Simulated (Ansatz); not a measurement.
# SiO2: gradients and densities at the nuclei, part 2 of 2

Aim: the electric field gradients, contact densities and, where there is spin, contact fields at the nuclei of SiO2, and how far they depend on positions and on the level of theory. The cell is a computed entry of the Materials Project. Planned: a single point, then r2SCAN.

Ansatz 0.2.0; DFT, PBE, plane-wave PAW, default files, scalar-relativistic, as far as a step names no other. The steps go on from the part before.

**3. Functional r2SCAN**

The input, input.yaml:

```yaml
crystal:
  lattice:
    - [-2.62333646, 4.776753505, 4.441674725]
    - [2.62333646, -4.776753505, 4.441674725]
    - [2.62333646, 4.776753505, -4.441674725]
  atoms:
    - { symbol: Si, position: [0.9295488, 0.84494489, 0.08460391] }
    - { symbol: Si, position: [0.73965902, 0.15505511, 0.58460391] }
    - { symbol: Si, position: [0.0704512, 0.15505511, 0.91539609] }
    - { symbol: Si, position: [0.26034098, 0.84494489, 0.41539609] }
    - { symbol: O, position: [0.13068887, 0.88068887, 0.25] }
    - { symbol: O, position: [0.86931113, 0.11931113, 0.75] }
    - { symbol: O, position: [0.79317541, 0.5, 0.79317541] }
    - { symbol: O, position: [0.20682459, 0.0, 0.70682459] }
    - { symbol: O, position: [0.20682459, 0.5, 0.20682459] }
    - { symbol: O, position: [0.79317541, 0.0, 0.29317541] }
    - { symbol: O, position: [0.0, 0.0, 0.0] }
    - { symbol: O, position: [0.5, 0.0, 0.5] }
kpoints:
  mp_grid: { grid: [5, 5, 5] }
scf:
  occupations: { method: fermi_dirac, width: 0.02 }
hamiltonian:
  xc: r2scan
  pseudopotentials: { kind: paw }
output:
  forces: true
  stress: true
  populations: true
  efg: { quadrupole_moments_barn: { O: -0.02558 }, contact_densities: true }
```

Run with:

```
$ ansatz run input.yaml --threads 1 --pin off --max-ram 2560MiB --backend cpu --events-out ev --progress --plain --runs-dir out
```

Log:

```text
Warning: RAYON_NUM_THREADS=1 ignored (pool sized by the plan → 1); use --threads N
Engine: ansatz 0.2.0, aarch64-unknown-linux-gnu
Pseudopotentials: kind: paw
Pseudopotential: Si, paw, valence charge 4, recommended cutoff 500 eV (meta_gga), Si.paw.azcp
Pseudopotential: O, paw, valence charge 6, recommended cutoff 500 eV (meta_gga), O.paw.azcp
Functional definition: r2SCAN
  parameter k0 = 0.174
  parameter k1 = 0.065
  parameter a1 = 4.9479
  exchange = r2scan_x(k0 = k0, k1 = k1, a1 = a1)
  correlation = r2scan_c
Crystal: 12 atoms, lattice volume = 222.635 Å³
Basis set: ecut = 500 eV, 5657 PW (Γ), exchange–correlation on 216×216×216 points (64 copies of the dense FFT grid, shifted against one another)
Bands: 44, of which v1, the nominal top of the filled ones, is band 32 counted from 1 (31 counted from 0)
Symmetry: 8 space group operations
Space group: Imma (ITA 74), of the structure as read, at distance tolerance 6.1e-5 Å
k-points: 27 of 125
Non-local potential: Si, projectors of the file, l = 0: 2, l = 1: 2, l = 2: 2
Non-local potential: O, projectors of the file, l = 0: 2, l = 1: 2, l = 2: 1
PAW form: soft (Blöchl's): semilocal exchange-correlation on the pseudo side does not see the compensation charge
PAW frozen core: Si, regenerated for the run's functional (the file was generated under x = pbe(κ = 0.804, μ = 0.2195149727645171), c = pbe(β = 0.06672455060314922))
PAW frozen core: O, regenerated for the run's functional (the file was generated under x = pbe(κ = 0.804, μ = 0.2195149727645171), c = pbe(β = 0.06672455060314922))
PAW one-centre angular grid: Si, 302 points (default); XC on 160 Gauss nodes
PAW one-centre angular grid: O, 302 points (default); XC on 160 Gauss nodes
Initial density: superposition of atomic densities (neutral atoms: chi_scale 0, normalization atom), corrected by the library's trained network
Initial wavefunctions: pseudopotential atomic-orbital guess
Functional: x = r2scan, c = r2scan; τ floored in thin density (d = 2e-4 eV/Å³)
SCF iter   1: F=—  HF=-7119.798308 eV  |F-HF|=—  |Δ(HF+E_count)|=         —  Δρ=5.89e-3  dr2=7.61e-2  dr2_τ=1.06e0  ethr=1.77e-3  ⟨swp⟩=7.9  Hψ=6472  notcnv=0  defer=19
preconditioner: auto → Resta (q_TF=auto, 2.216 Å⁻¹)  ε∞=2.3  [insulator: Δε(μ)=6.295 eV  Ē_g=17.692 eV  σ=0.020 eV  W_gap=1.00  n_scr=40 (ndim 8)  ℏωp=19.9 eV  f_vac=0.377  D(μ)=0.00/eV (n_scr^D=0)  ε∞_Penn≈2.3  vacuum switching on, ρ_ref=2.3e-2 e/Å³]
SCF iter   2: F=—  HF=-7120.135646 eV  |F-HF|=—  |Δ(HF+E_count)|=   3.37e-1  Δρ=3.81e-3  dr2=1.95e-2  dr2_τ=1.83e-3  ethr=1.19e-4  ⟨swp⟩=3.4  Hψ=2671  notcnv=0  defer=134
SCF iter   3: F=—  HF=-7120.135774 eV  |F-HF|=—  |Δ(HF+E_count)|=   1.28e-4  Δρ=7.11e-4  dr2=8.83e-4  dr2_τ=2.63e-4  ethr=3.05e-5  ⟨swp⟩=3.5  Hψ=2094  notcnv=0  defer=134
SCF iter   4: F=—  HF=-7120.135780 eV  |F-HF|=—  |Δ(HF+E_count)|=   5.72e-6  Δρ=2.63e-4  dr2=1.01e-4  dr2_τ=2.05e-5  ethr=1.38e-6  ⟨swp⟩=2.0  Hψ=2077  notcnv=0  defer=134
SCF iter   5: F=—  HF=-7120.135759 eV  |F-HF|=—  |Δ(HF+E_count)|=   2.05e-5  Δρ=7.02e-5  dr2=3.90e-6  dr2_τ=9.12e-7  ethr=1.58e-7  ⟨swp⟩=2.0  Hψ=1726  notcnv=0  defer=134
SCF iter   6: F=—  HF=-7120.135935 eV  |F-HF|=—  |Δ(HF+E_count)|=   1.76e-4  Δρ=2.01e-5  dr2=8.34e-7  dr2_τ=4.87e-8  ethr=6.09e-9  ⟨swp⟩=2.0  Hψ=2032  notcnv=0  defer=134
SCF iter   7: F=-7120.135935 eV  HF=-7120.135935 eV  |F-HF|=5.95e-9  |Δ(HF+E_count)|=   9.35e-8  Δρ=4.07e-6  dr2=2.94e-8  dr2_τ=2.57e-9  ethr=1.56e-10  ⟨swp⟩=12.4  Hψ=6969  notcnv=0
SCF 1 converged in 7 iterations: F = -7120.135935 eV  dr2 = 2.94e-8
SCF converged after 7 iterations
Free energy (F): -7120.135935 eV
Harris-Foulkes:  -7120.135935 eV  (|F-HF|=5.95e-9)
Internal energy: -7120.135935 eV  (E = F + TS)
E sigma→0 (E₀):  -7120.135935 eV
Fermi energy:    2.167921 eV
--- Per-component energies (eV) ---
  E_band       = -529.852546
  E_kinetic    = 1621.913142
  E_local      = -6083.447090  (includes V_loc(G=0)·N_el)
  E_nonlocal   = 472.033604
  E_hartree    = 2385.411553
  E_xc         = -799.634525
  E_vxc        = -1058.962506  (∫ρ·V_xc dr)
  E_paw        = -3368.466639  (= ΣΔE_a)
  E_vpaw       = -319.316590  (= ΣTr[D̂ρ^β])
  E_aug_tail   = 0.008332  (compensation charges beyond the density's cutoff)
  E_vtau       = 67.101810  (kinetic-family band-sum trace: ∫τ·v_τ [+ j·A + Jᵃ·Aᵃ] dr)
  E_ewald      = -1347.393053
  E_core_change = -0.561259  (= ΣΔE_core)
  E_smearing   = -0.000000  (= −TS)
  E_closure    = 0.000000  (closes the sum)
  Σ components = -7120.135935   (vs F -7120.135935, Δ=0.00e0)
--- Forces (eV/Å), atoms counted from 1 ---
  atom   1  Si     0.00000000     0.04911495    -0.03428243
  atom   2  Si     0.00000000     0.04911495     0.03428243
  atom   3  Si     0.00000000    -0.04911495     0.03428243
  atom   4  Si     0.00000000    -0.04911495    -0.03428243
  atom   5  O      0.00000000     0.00000000     0.02103709
  atom   6  O      0.00000000     0.00000000    -0.02103709
  atom   7  O      0.00000000    -0.03134796     0.00000000
  atom   8  O      0.00000000     0.03134796     0.00000000
  atom   9  O      0.00000000     0.03134796     0.00000000
  atom  10  O      0.00000000    -0.03134796    -0.00000000
  atom  11  O      0.00000000     0.00000000     0.00000000
  atom  12  O      0.00000000     0.00000000     0.00000000
  max |Σ_I F_I| component: 3.36e-18 eV/Å
--- Stress (GPa, compression-positive) ---
        0.045712       0.000000       0.000000
        0.000000       0.063614       0.000000
        0.000000       0.000000       0.122491
  P = ⅓ Tr σ = 0.0773 GPa (0.773 kbar)
--- PAW observables at the nuclei: V_zz in 10²¹ V/m², potentials from the cell's mean, atoms counted from 1 ---
  atom   1  Si V_zz =    +0.765750   η = 0.0591   by run symmetry: allowed
            electrostatic potential = -1350.671765 V   contact ρ = 12779.166251 e/Å³
  atom   2  Si V_zz =    +0.765750   η = 0.0591   by run symmetry: allowed
            electrostatic potential = -1350.671765 V   contact ρ = 12779.166251 e/Å³
  atom   3  Si V_zz =    +0.765750   η = 0.0591   by run symmetry: allowed
            electrostatic potential = -1350.671765 V   contact ρ = 12779.166251 e/Å³
  atom   4  Si V_zz =    +0.765750   η = 0.0591   by run symmetry: allowed
            electrostatic potential = -1350.671765 V   contact ρ = 12779.166251 e/Å³
  atom   5  O  V_zz =    +9.561093   η = 0.0725   by run symmetry: allowed   C_q = -5.9137 MHz
            electrostatic potential = -615.841462 V   contact ρ = 2148.052867 e/Å³
  atom   6  O  V_zz =    +9.561093   η = 0.0725   by run symmetry: allowed   C_q = -5.9137 MHz
            electrostatic potential = -615.841462 V   contact ρ = 2148.052867 e/Å³
  atom   7  O  V_zz =    +9.508328   η = 0.1056   by run symmetry: allowed   C_q = -5.8811 MHz
            electrostatic potential = -615.909050 V   contact ρ = 2148.110626 e/Å³
  atom   8  O  V_zz =    +9.508328   η = 0.1056   by run symmetry: allowed   C_q = -5.8811 MHz
            electrostatic potential = -615.909050 V   contact ρ = 2148.110626 e/Å³
  atom   9  O  V_zz =    +9.508328   η = 0.1056   by run symmetry: allowed   C_q = -5.8811 MHz
            electrostatic potential = -615.909050 V   contact ρ = 2148.110626 e/Å³
  atom  10  O  V_zz =    +9.508328   η = 0.1056   by run symmetry: allowed   C_q = -5.8811 MHz
            electrostatic potential = -615.909050 V   contact ρ = 2148.110626 e/Å³
  atom  11  O  V_zz =   +10.259682   η = 0.0111   by run symmetry: allowed   C_q = -6.3458 MHz
            electrostatic potential = -615.891226 V   contact ρ = 2147.373778 e/Å³
  atom  12  O  V_zz =   +10.259682   η = 0.0111   by run symmetry: allowed   C_q = -6.3458 MHz
            electrostatic potential = -615.891226 V   contact ρ = 2147.373778 e/Å³
--- Band table (eV; the first three rows and the last of 27) ---
  k-point 0: bands = ["-21.4389", "-20.5233", "-20.0656", "-19.9981", "-19.4758", "-19.4172", "-19.4062", "-19.3967", "-9.9708", "-9.5334", "-8.9526", "-6.8164", "-6.6842", "-6.6661", "-6.5994", "-6.1099", "-4.4414", "-4.1820", "-3.5876", "-3.5573", "-3.0885", "-3.0790", "-3.0272", "-3.0220", "-2.4213", "-2.3999", "-2.3782", "-2.1671", "-1.9998", "-1.6571", "-1.3682", "-0.9389", "5.2466", "8.1919", "8.7790", "8.9671", "8.9800", "9.1347", "9.5692", "9.8636", "9.9311", "10.3887", "10.5532", "10.8322"]
  k-point 1: bands = ["-21.3434", "-20.4601", "-20.3049", "-19.9702", "-19.4672", "-19.4164", "-19.4064", "-19.3988", "-9.9417", "-9.1325", "-9.0529", "-6.8771", "-6.7481", "-6.6867", "-6.5621", "-6.0934", "-4.4209", "-4.2433", "-3.7288", "-3.4742", "-3.2414", "-3.0659", "-3.0437", "-2.9026", "-2.5870", "-2.4287", "-2.4008", "-2.1363", "-1.9677", "-1.8222", "-1.2835", "-1.1638", "5.6900", "8.1874", "8.7514", "9.0210", "9.2398", "9.5759", "9.7273", "9.7554", "10.0724", "10.3110", "10.4351", "10.9477"]
  k-point 2: bands = ["-21.0756", "-20.6948", "-20.2938", "-20.0947", "-19.4482", "-19.4312", "-19.4017", "-19.4009", "-9.6934", "-9.3341", "-8.3024", "-7.4488", "-6.6783", "-6.6626", "-6.4070", "-6.1809", "-4.4098", "-4.3729", "-3.7472", "-3.5878", "-3.3135", "-3.1627", "-2.9379", "-2.7285", "-2.7002", "-2.6295", "-2.3925", "-2.3489", "-2.1032", "-1.6760", "-1.4555", "-1.2663", "6.8046", "7.9948", "8.8403", "8.9349", "9.0782", "9.2642", "9.7597", "9.8981", "10.4618", "10.5932", "10.6009", "10.7945"]
  k-point 26: bands = ["-20.9647", "-20.9132", "-20.6373", "-19.5253", "-19.4438", "-19.4203", "-19.4190", "-19.4053", "-10.7303", "-8.4942", "-7.9864", "-7.8588", "-6.8949", "-6.5093", "-6.2733", "-6.2702", "-4.3569", "-4.3072", "-3.7207", "-3.6802", "-3.2461", "-3.1702", "-3.0554", "-2.8769", "-2.7111", "-2.6004", "-2.5862", "-2.3083", "-1.8024", "-1.2505", "-1.1830", "-1.1386", "7.4305", "7.6755", "7.7210", "7.9069", "8.9071", "9.1849", "9.4294", "9.4403", "10.4980", "10.6124", "10.6620", "11.0405"]
--- Löwdin populations: 12 sites ---
  site symbol       q [e]
     0     Si      2.1090
     1     Si      2.1090
     2     Si      2.1090
     3     Si      2.1090
     4      O      6.8426
     5      O      6.8426
     6      O      6.8348
     7      O      6.8348
     8      O      6.8348
     9      O      6.8348
    10      O      6.8349
    11      O      6.8349
  spilling = 0.013593 (of n_electrons = 64.000000)
```

Wall time 39 s (1 thread of Arm Neoverse V2, shared host); peak memory 1.2 GiB.

The run ends with gap on the mesh 6.19 eV, largest force 0.060 eV/Å, pressure 0.1 GPa.

Against step 2 (V_zz in 10²¹ V/m²):

```
site       atoms  V_zz, PBE  V_zz, r2SCAN  η, PBE  η, r2SCAN
  Si  1, 2, 3, …       0.78          0.77    0.04       0.06
  O5        5, 6       9.71          9.56    0.07       0.07
  O7  7, 8, 9, …       9.62          9.51    0.10       0.11
 O11      11, 12      10.36         10.26    0.01       0.01
```

The sizes of the gradients above 0.15 moved by 1.4 % in the median, 2.0 % at the site that moves most (small gradients counted from 0.15; Si, 0.78 to 0.77). The cutoff follows the datasets, from 420 to 500 eV.

**4. From gradients to spectra (values of step 2)**

¹⁷O (I = 5/2, Q = -25.58 mb) at 16.4 T, Larmor frequency 94.7 MHz. Second-order quadrupolar shifts of the central transition; chemical shifts are not computed, so all sites share one zero.

```
site  count  C_Q (MHz)     η  ν_Q (MHz)  δ_QIS (ppm)
  O5      2      -6.00  0.07      0.901        -24.2
  O7      4      -5.95  0.10      0.893        -23.8
 O11      2      -6.41  0.01      0.961        -27.5
```

¹⁷O central transition, static powder:

(kHz, intensity): (-9.6, 0), (-8.9, 18), (-8.2, 62), (-7.6, 84), (-6.9, 100), (-6.2, 79), (-5.6, 62), (-4.9, 55), (-4.3, 51), (-3.6, 48), (-2.9, 46), (-2.3, 44), (-1.6, 44), (-0.9, 44), (-0.3, 43), (0.4, 35), (1.0, 36), (1.7, 40), (2.4, 45), (3.0, 55), (3.7, 85), (4.4, 74), (5.0, 17), (5.7, 0)

**5. Outcome**

This closing draws on all 2 parts.

| quantity | value |
| --- | --- |
| state (step 2) | gap on the mesh 5.49 eV, largest force 0.305 eV/Å, pressure 3.4 GPa |
| V_zz by site, step 2 (10²¹ V/m²) | Si 0.78, O5 9.71, O7 9.62, O11 10.36 |
| largest C_Q in size, step 2 | 6.41 MHz, ¹⁷O at O11 |
| step 3 (functional r2SCAN) against step 2 | 1.4 % in the median, 2.0 % at the site that moves most (small gradients counted from 0.15; Si, 0.78 to 0.77) |

Site O11 (2 Si at 1.60 Å, angle 180°) carries the largest gradient. The atoms are not relaxed at this level (largest force 0.30 eV/Å). Between PBE and r2SCAN the gradients differ by up to 2.0 %. At 16.4 T the ¹⁷O line of the largest coupling listed spans about 5.6 kHz under magic-angle spinning and 14 kHz static, from the quadrupolar part alone (no shift anisotropy).

These are semilocal Kohn-Sham gaps, which aren't the measured quantity. Such gaps usually fall short of the measured ones.
